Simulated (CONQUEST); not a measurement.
# HfO2 (Pca2_1) in CONQUEST: further runs

Runs on HfO2. Level: PBE. Tasks: single point.

All numbers are computed with CONQUEST 1.3; they aren't measurements. Logs are shortened: lines on timing, memory, paths and dates and some standing lists are left out, and cuts for length are marked.

## (1) The undisturbed crystal

Symmetry: Pca2_1, No. 29, orthorhombic system. Conventional cell: a = 5.219 Å, b = 5.005 Å, c = 5.033 Å, α = 90.00°, β = 90.00°, γ = 90.00°. Hf (site symmetry 1) has 7 O at 2.02 to 2.23 Å as nearest neighbours. Around O (site symmetry 1) lie 3 Hf at 2.02 to 2.13 Å. O (site symmetry 1) is surrounded by 4 Hf at 2.11 to 2.23 Å.

Measurements of this composition are mostly on another form, of space group No. 14.

## (2) Single point, PBE (atoms moved at random, drawn with an rms of 0.05 Å)

Conquest_input

```
IO.Title HfO2
IO.Coordinates coords.dat
IO.FractionalAtomicCoords T
IO.Iprint 2
IO.Iprint_init 1
General.NumberOfSpecies 2
General.PseudopotentialType hamann
AtomMove.TypeOfRun static
AtomMove.FullStress T
Grid.GridCutoff 150
DM.SolutionMethod diagon
Diag.MPMesh T
Diag.GammaCentred T
Diag.MPMeshX 4
Diag.MPMeshY 4
Diag.MPMeshZ 4
Diag.kT 0.00183747
minE.SCTolerance 1e-6
SC.MaxIters 100
IO.AtomChargeOutput T
%block ChemicalSpeciesLabel
1 178.490 Hf
2 16.000 O
%endblock
```

coords.dat

```
    9.4576326926     0.0000000000     0.0000000000
    0.0000000000     9.5103964160     0.0000000000
    0.0000000000     0.0000000000     9.8633562679
12
  0.7321240000   0.7388070000   0.9617360000 1 T T T
  0.7361180000   0.2418100000   0.5322670000 1 T T T
  0.2714210000   0.7541330000   0.4685080000 1 T T T
  0.2617470000   0.2507960000   0.0372150000 1 T T T
  0.9266770000   0.8807870000   0.6276990000 2 T T T
  0.9310740000   0.3835740000   0.8684120000 2 T T T
  0.5326920000   0.4999160000   0.2398930000 2 T T T
  0.5412320000   0.9884070000   0.2761440000 2 T T T
  0.4556050000   0.9935000000   0.7646900000 2 T T T
  0.4556510000   0.4876300000   0.7430750000 2 T T T
  0.0638240000   0.8733220000   0.1241870000 2 T T T
  0.0727510000   0.3815780000   0.3600410000 2 T T T
```

Potentials or basis: PseudoDojo NC PBE, DZ, grid cutoff 150 Ha.

On the command line:

```sh
$ Conquest
```

Output:

```text
Simulation cell dimensions:     9.4576 a0 x     9.5104 a0 x     9.8634 a0

      Atomic coordinates (a0)
         Atom         X         Y         Z  Species
            1    6.9242    7.0263    9.4859        1
            2    6.9619    2.2997    5.2499        1
            3    2.5670    7.1721    4.6211        1
            4    2.4755    2.3852    0.3671        1
            5    8.7642    8.3766    6.1912        2
            6    8.8058    3.6479    8.5655        2
            7    5.0380    4.7544    2.3662        2
            8    5.1188    9.4001    2.7237        2
            9    4.3089    9.4486    7.5424        2
           10    4.3094    4.6376    7.3292        2
           11    0.6036    8.3056    1.2249        2
           12    0.6881    3.6290    3.5512        2

         Monkhorst-Pack mesh:   4 x   4 x   4 gamma-centred
        This calculation includes non-local pseudopotentials,
         with a maximum core radius of      8.28664387

    Job title: HfO2
    Job to be run: static calculation

    Ground state search:
      Support functions represented with PAO basis
      1:1 PAO to SF mapping
      Non-spin-polarised electrons
      Solving for the K matrix using diagonalisation
      Using Fermi-Dirac smearing

    Integration grid size:     60 x   60 x   60

    Integration grid spacing:  0.158 a0 x 0.159 a0 x 0.164 a0

    Number of species:  2
    --------------------------------------------------------
    |   #  mass (au)  Charge (e)  SF Rad (a0)  NSF  Label  |
    --------------------------------------------------------
    |   1    178.490      12.000        8.548   16  Hf     |
    |   2     16.000       6.000        5.096    8  O      |
    --------------------------------------------------------
          SCF tolerance:                 0.00000100
          SCF iterations:               100

    The functional used will be GGA PBE96

           radial cut-off to be used is taken to be max PAO cut-off radius for this species:    8.286644

           greatest ang. mom. for making density from PAOs:  2

           radial cut-off to be used is taken to be max PAO cut-off radius for this species:    4.914330

           greatest ang. mom. for making density from PAOs:  1
    Minimum blocs/proc is     3375. Maximum blocs/proc is     3375
    set_atom_dens: In set_atomic_density, electrons :      96.000000000000
 matrix_size & matrix_size_padH =          128         128

    Screened ion int: energy:    -253.093760080474 Ha

    new_SC_potl: Starting.  Tolerance:  0.10000E-05

    PulayMixSC: Starting Pulay mixing, A_up =  0.500 A_dn =  0.500
    PulayMixSC: Spin non-polarised calculation.
          Harris-Foulkes Energy            :      -359.180373323715855 Ha
          (TS=0 as O(N) or entropic contribution is negligible)
          DFT Total Energy                 :      -357.719223798112353 Ha
          Total number of electrons        :        95.999999999997968
    PulayMixSC: Pulay iteration     1 residual:              0.60951E-02
          Harris-Foulkes Energy            :      -358.768663829321895 Ha
          (TS=0 as O(N) or entropic contribution is negligible)
          DFT Total Energy                 :      -358.375479612167851 Ha
          Total number of electrons        :        96.000020974503158
    PulayMixSC: Pulay iteration     2 residual:              0.39797E-02
          Harris-Foulkes Energy            :      -358.652675838692858 Ha
          (TS=0 as O(N) or entropic contribution is negligible)
          DFT Total Energy                 :      -358.650638234344342 Ha
          Total number of electrons        :        96.000031765112411
    PulayMixSC: Pulay iteration     3 residual:              0.73995E-03
          Harris-Foulkes Energy            :      -358.655896254402080 Ha
          (TS=0 as O(N) or entropic contribution is negligible)
          DFT Total Energy                 :      -358.641204822975283 Ha
          Total number of electrons        :        96.000051034233579
    PulayMixSC: Pulay iteration     4 residual:              0.57390E-03
          Harris-Foulkes Energy            :      -358.652467588721265 Ha
          (TS=0 as O(N) or entropic contribution is negligible)
          DFT Total Energy                 :      -358.650768773206778 Ha
          Total number of electrons        :        96.000052227728972
    PulayMixSC: Pulay iteration     5 residual:              0.18145E-03
          Harris-Foulkes Energy            :      -358.651928142150666 Ha
          (TS=0 as O(N) or entropic contribution is negligible)
          DFT Total Energy                 :      -358.651755454027978 Ha
          Total number of electrons        :        96.000051009193854
    PulayMixSC: Pulay iteration     6 residual:              0.54477E-04
          Harris-Foulkes Energy            :      -358.651857140621132 Ha
          (TS=0 as O(N) or entropic contribution is negligible)
          DFT Total Energy                 :      -358.651853711932063 Ha
          Total number of electrons        :        96.000050414713627
    PulayMixSC: Pulay iteration     7 residual:              0.92086E-05
          Harris-Foulkes Energy            :      -358.651856570244888 Ha
          (TS=0 as O(N) or entropic contribution is negligible)
          DFT Total Energy                 :      -358.651855347931530 Ha
          Total number of electrons        :        96.000050406448921
    PulayMixSC: Pulay iteration     8 residual:              0.57366E-05
          Harris-Foulkes Energy            :      -358.651856239939775 Ha
          (TS=0 as O(N) or entropic contribution is negligible)
          DFT Total Energy                 :      -358.651856234591833 Ha
          Total number of electrons        :        96.000050386469937
    PulayMixSC: Pulay iteration     9 residual:              0.86549E-06
    PulayMixSC: Reached SCF tolerance of  0.86549E-06 after      9 iterations
      | Number of electrons      =        96.000050
      |* band energy as 2Tr[K.H] =       -86.765820654996986 Ha
      |  screened ion-ion energy =      -253.093760080473885 Ha
      |  Ha correction           =        -2.357750966284744 Ha
      |  XC correction           =       -16.434560956807296 Ha
      |* Harris-Foulkes energy   =      -358.651856239939775 Ha
      |* DFT total energy        =      -358.651856234591833 Ha
      |  estimated accuracy      =        -0.000000005347943 Ha

    force: Forces on atoms (Ha/a0)
    force:  Atom   X              Y              Z
    force:     1  -0.0120762950   0.0066334256   0.0129930209
    force:     2  -0.0063706263   0.0080086528  -0.0027887203
    force:     3  -0.0064876408  -0.0216880408   0.0063194317
    force:     4   0.0154833146  -0.0167438817  -0.0118808767
    force:     5  -0.0034619949   0.0017806258   0.0021390410
    force:     6  -0.0110756811  -0.0023677088  -0.0099782161
    force:     7   0.0128390780  -0.0091822247  -0.0017459584
    force:     8  -0.0005092999   0.0152682365  -0.0197768102
    force:     9   0.0033083519  -0.0005700086   0.0067221498
    force:    10   0.0006259501   0.0072806737  -0.0134192812
    force:    11   0.0200336856   0.0120853666   0.0134803232
    force:    12  -0.0118175506  -0.0000572240   0.0176554065

    force: Maximum force :        0.02168804(Ha/a0) on atom         3 in y direction
    force: Force Residual:        0.01888453 Ha/a0
    force: Total stress:        -11.01978632    -0.87572165     0.30834502 GPa
                            -0.87572165    -9.40499109    -0.69481095
                             0.30834502    -0.69481095    -9.55104740
    force: Average pressure:      9.99194160 GPa

    force: Finished force
    get_E_and_F: Change in energy during last step of electronic optimisation:  0.33031E-06

    BIBLIOGRAPHY: Please consider citing the following references in the conquest.bib file

    CONQUEST:         Bowler2002pt, Miyazaki2004, Nakata2020
    Basis:            Bowler2019
    DM:               Bowler:2006xr
    Pseudopotentials: Hamann2013, Bowler2019
    XC functional:    Perdew1996
```

Wall time 79 s (1 thread of AMD EPYC 9R45 (Zen 5), shared host); peak memory 1.9 GiB.

Results:

- Free energy: -9759.4142 eV
- Pressure: 10.0 GPa
- Largest force: 1.389 eV/Å
- Band gap on the k mesh: 4.27 eV, indirect (least direct gap 4.51 eV)
- Mulliken charges: Hf +1.99, +2.00; O -0.98, -1.03, -1.01, -0.96, -0.97 e

Forces on the atoms (eV/Å):
```
Hf  -0.621  0.341  0.668
Hf  -0.328  0.412 -0.143
Hf  -0.334 -1.115  0.325
Hf   0.796 -0.861 -0.611
O   -0.178  0.092  0.110
O   -0.570 -0.122 -0.513
O    0.660 -0.472 -0.090
O   -0.026  0.785 -1.017
O    0.170 -0.029  0.346
O    0.032  0.374 -0.690
O    1.030  0.621  0.693
O   -0.608 -0.003  0.908
```

Caveat: the atomic basis is small; Mulliken charges move with the basis; spin-orbit coupling is left out, which moves the levels of the heavy elements; the basis of atomic orbitals isn't converged, which shifts pressures, moduli and gaps. A k mesh can miss the band edges.

## (3) Single point, PBE (atoms moved at random, drawn with an rms of 0.05 Å)

Conquest_input is that of step 2.

coords.dat is that of step 2.

Potentials or basis: PseudoDojo NC PBE, SZP, grid cutoff 150 Ha.

On the command line:

```sh
$ Conquest
```

Output:

```text
Simulation cell dimensions:     9.4576 a0 x     9.5104 a0 x     9.8634 a0

      Atomic coordinates (a0)
         Atom         X         Y         Z  Species
            1    6.9242    7.0263    9.4859        1
            2    6.9619    2.2997    5.2499        1
            3    2.5670    7.1721    4.6211        1
            4    2.4755    2.3852    0.3671        1
            5    8.7642    8.3766    6.1912        2
            6    8.8058    3.6479    8.5655        2
            7    5.0380    4.7544    2.3662        2
            8    5.1188    9.4001    2.7237        2
            9    4.3089    9.4486    7.5424        2
           10    4.3094    4.6376    7.3292        2
           11    0.6036    8.3056    1.2249        2
           12    0.6881    3.6290    3.5512        2

         Monkhorst-Pack mesh:   4 x   4 x   4 gamma-centred
        This calculation includes non-local pseudopotentials,
         with a maximum core radius of      8.28664387

    Job title: HfO2
    Job to be run: static calculation

    Ground state search:
[... 89 lines left out ...]
      |  XC correction           =       -16.394934354190994 Ha
      |* Harris-Foulkes energy   =      -358.563074136042928 Ha
      |* DFT total energy        =      -358.563074114447943 Ha
      |  estimated accuracy      =        -0.000000021594985 Ha

    force: Forces on atoms (Ha/a0)
    force:  Atom   X              Y              Z
    force:     1  -0.0109717092   0.0117006504   0.0072769505
    force:     2  -0.0059502927   0.0122896360   0.0020391025
    force:     3  -0.0070480514  -0.0165208195   0.0021614170
    force:     4   0.0144711677  -0.0137769513  -0.0052750914
    force:     5  -0.0038387209  -0.0005724712  -0.0000950573
    force:     6  -0.0110082492  -0.0044006705  -0.0080333971
    force:     7   0.0153124298  -0.0112739345  -0.0013297525
    force:     8   0.0023979829   0.0120657760  -0.0212583946
    force:     9   0.0006582481  -0.0025206699   0.0076130041
    force:    10  -0.0027809647   0.0041333409  -0.0151734387
    force:    11   0.0203601408   0.0100660853   0.0116179794
    force:    12  -0.0111628066  -0.0009102819   0.0202427937

    force: Maximum force :        0.02125839(Ha/a0) on atom         8 in z direction
    force: Force Residual:        0.01813780 Ha/a0
    force: Total stress:        -15.98973828    -0.96335461     0.49754864 GPa
                            -0.96335461   -14.66303350    -0.87239410
                             0.49754864    -0.87239410   -15.68496733
    force: Average pressure:     15.44591304 GPa

    force: Finished force
    get_E_and_F: Change in energy during last step of electronic optimisation:  0.41370E-07

    BIBLIOGRAPHY: Please consider citing the following references in the conquest.bib file

    CONQUEST:         Bowler2002pt, Miyazaki2004, Nakata2020
    Basis:            Bowler2019
    DM:               Bowler:2006xr
    Pseudopotentials: Hamann2013, Bowler2019
    XC functional:    Perdew1996
```

Wall time 72 s (1 thread of AMD EPYC 9R45 (Zen 5), shared host); peak memory 1.6 GiB.

What came out:

```yaml
Free_energy: -9756.9983 eV
Pressure: 15.4 GPa
Largest_force: 1.312 eV/Å
Band_gap_on_the_k_mesh: 3.94 eV, indirect (least direct gap 4.15 eV)
Mulliken_charges: Hf +1.20, +1.21; O -0.59, -0.61 e
```

Forces in eV/Å, atoms in the order of the input:
```
Hf  -0.564  0.602  0.374
Hf  -0.306  0.632  0.105
Hf  -0.362 -0.850  0.111
Hf   0.744 -0.708 -0.271
O   -0.197 -0.029 -0.005
O   -0.566 -0.226 -0.413
O    0.787 -0.580 -0.068
O    0.123  0.620 -1.093
O    0.034 -0.130  0.391
O   -0.143  0.213 -0.780
O    1.047  0.518  0.597
O   -0.574 -0.047  1.041
```

Caveat: the atomic basis is small; Mulliken charges move with the basis; spin-orbit coupling is left out, which moves the levels of the heavy elements; the basis of atomic orbitals isn't converged, which shifts pressures, moduli and gaps. A k mesh can miss the band edges.

## (4) Single point, PBE (atoms moved at random, drawn with an rms of 0.05 Å)

Conquest_input is that of step 3.

coords.dat is that of step 3.

Potentials or basis: PseudoDojo NC PBE, SZ, grid cutoff 150 Ha.

On the command line:

```sh
$ Conquest
```

Output:

```text
Simulation cell dimensions:     9.4576 a0 x     9.5104 a0 x     9.8634 a0

      Atomic coordinates (a0)
         Atom         X         Y         Z  Species
            1    6.9242    7.0263    9.4859        1
            2    6.9619    2.2997    5.2499        1
            3    2.5670    7.1721    4.6211        1
            4    2.4755    2.3852    0.3671        1
            5    8.7642    8.3766    6.1912        2
            6    8.8058    3.6479    8.5655        2
            7    5.0380    4.7544    2.3662        2
            8    5.1188    9.4001    2.7237        2
            9    4.3089    9.4486    7.5424        2
           10    4.3094    4.6376    7.3292        2
           11    0.6036    8.3056    1.2249        2
           12    0.6881    3.6290    3.5512        2

         Monkhorst-Pack mesh:   4 x   4 x   4 gamma-centred
        This calculation includes non-local pseudopotentials,
         with a maximum core radius of      8.28664387

    Job title: HfO2
    Job to be run: static calculation

    Ground state search:
      Support functions represented with PAO basis
      1:1 PAO to SF mapping
      Non-spin-polarised electrons
      Solving for the K matrix using diagonalisation
      Using Fermi-Dirac smearing

    Integration grid size:     60 x   60 x   60

    Integration grid spacing:  0.158 a0 x 0.159 a0 x 0.164 a0
[... 66 lines left out ...]
          (TS=0 as O(N) or entropic contribution is negligible)
          DFT Total Energy                 :      -358.354389028130868 Ha
          Total number of electrons        :        96.000043062837378
    PulayMixSC: Pulay iteration     8 residual:              0.16532E-05
          Harris-Foulkes Energy            :      -358.354389074067058 Ha
          (TS=0 as O(N) or entropic contribution is negligible)
          DFT Total Energy                 :      -358.354389001567256 Ha
          Total number of electrons        :        96.000043065571262
    PulayMixSC: Pulay iteration     9 residual:              0.12485E-05
          Harris-Foulkes Energy            :      -358.354389058239803 Ha
          (TS=0 as O(N) or entropic contribution is negligible)
          DFT Total Energy                 :      -358.354389050843736 Ha
          Total number of electrons        :        96.000043067153356
    PulayMixSC: Pulay iteration    10 residual:              0.41939E-06
    PulayMixSC: Reached SCF tolerance of  0.41939E-06 after     10 iterations
      | Number of electrons      =        96.000043
      |* band energy as 2Tr[K.H] =       -84.683232920126756 Ha
      |  screened ion-ion energy =      -253.093760080473885 Ha
      |  Ha correction           =        -4.272119161576905 Ha
      |  XC correction           =       -16.305272621465338 Ha
      |* Harris-Foulkes energy   =      -358.354389058239803 Ha
      |* DFT total energy        =      -358.354389050843736 Ha
      |  estimated accuracy      =        -0.000000007396068 Ha

    force: Forces on atoms (Ha/a0)
    force:  Atom   X              Y              Z
    force:     1  -0.0114506320   0.0124248780   0.0128788659
    force:     2  -0.0061478072   0.0123050121  -0.0035523154
    force:     3  -0.0056375392  -0.0166513794   0.0067845331
    force:     4   0.0156175263  -0.0124842706  -0.0114730051
    force:     5   0.0001282002  -0.0001341181  -0.0000875362
    force:     6  -0.0082229579  -0.0045954157  -0.0081702792
    force:     7   0.0158107231  -0.0120690331  -0.0038497048
    force:     8   0.0013854740   0.0134902535  -0.0186327872
    force:     9   0.0003757197  -0.0038952364   0.0102134196
    force:    10  -0.0020470603   0.0044223027  -0.0160995651
    force:    11   0.0163299688   0.0101537794   0.0115759738
    force:    12  -0.0157521796  -0.0027022415   0.0202892697

    force: Maximum force :        0.02028927(Ha/a0) on atom        12 in z direction
    force: Force Residual:        0.01873092 Ha/a0
    force: Total stress:         -8.65113176    -0.93978381     0.32068851 GPa
                            -0.93978381    -7.84596020    -0.69081194
                             0.32068851    -0.69081194    -8.24059870
    force: Average pressure:      8.24589689 GPa

    force: Finished force
    get_E_and_F: Change in energy during last step of electronic optimisation:  0.15827E-07

    BIBLIOGRAPHY: Please consider citing the following references in the conquest.bib file

    CONQUEST:         Bowler2002pt, Miyazaki2004, Nakata2020
    Basis:            Bowler2019
    DM:               Bowler:2006xr
    Pseudopotentials: Hamann2013, Bowler2019
    XC functional:    Perdew1996
```

Run time: 40 s. Hardware: 1 thread of AMD EPYC 9R45 (Zen 5), shared host; peak memory 1.1 GiB.

What came out:

- Free energy: -9751.3197 eV
- Pressure: 8.2 GPa
- Largest force: 1.328 eV/Å
- Band gap on the k mesh: 3.56 eV, indirect (least direct gap 3.78 eV)
- Mulliken charges: Hf +1.33, +1.34; O -0.66, -0.68, -0.67 e

Forces in eV/Å, atoms in the order of the input:
```
Hf  -0.589  0.639  0.662
Hf  -0.316  0.633 -0.183
Hf  -0.290 -0.856  0.349
Hf   0.803 -0.642 -0.590
O    0.007 -0.007 -0.005
O   -0.423 -0.236 -0.420
O    0.813 -0.621 -0.198
O    0.071  0.694 -0.958
O    0.019 -0.200  0.525
O   -0.105  0.227 -0.828
O    0.840  0.522  0.595
O   -0.810 -0.139  1.043
```

Stress tensor (GPa, compression positive):
```
 8.65  0.94 -0.32
 0.94  7.85  0.69
-0.32  0.69  8.24
```

Caveat: the atomic basis is small; Mulliken charges move with the basis; spin-orbit coupling is left out, which moves the levels of the heavy elements; the basis of atomic orbitals isn't converged, which shifts pressures, moduli and gaps. A k mesh can miss the band edges.

## (5) Overview

```tsv
potentials or basis	gap on the mesh (eV)	pressure (GPa)	largest force (eV/Å)
PseudoDojo NC PBE, DZ, grid cutoff 150 Ha	4.27	10.0	1.39
PseudoDojo NC PBE, SZP, grid cutoff 150 Ha	3.94	15.4	1.31
PseudoDojo NC PBE, SZ, grid cutoff 150 Ha	3.56	8.2	1.33
```

Alike in all rows: task single point; level PBE; no spin polarisation; cell atoms moved at random, drawn with an rms of 0.05 Å; k mesh 4 × 4 × 4; smearing fermi-dirac 0.05 eV.

Caveats: the atomic basis is small; spin-orbit coupling is left out, which moves the levels of the heavy elements; the basis of atomic orbitals isn't converged, which shifts pressures, moduli and gaps.

Absolute energies hang on the potentials; compare differences alone.
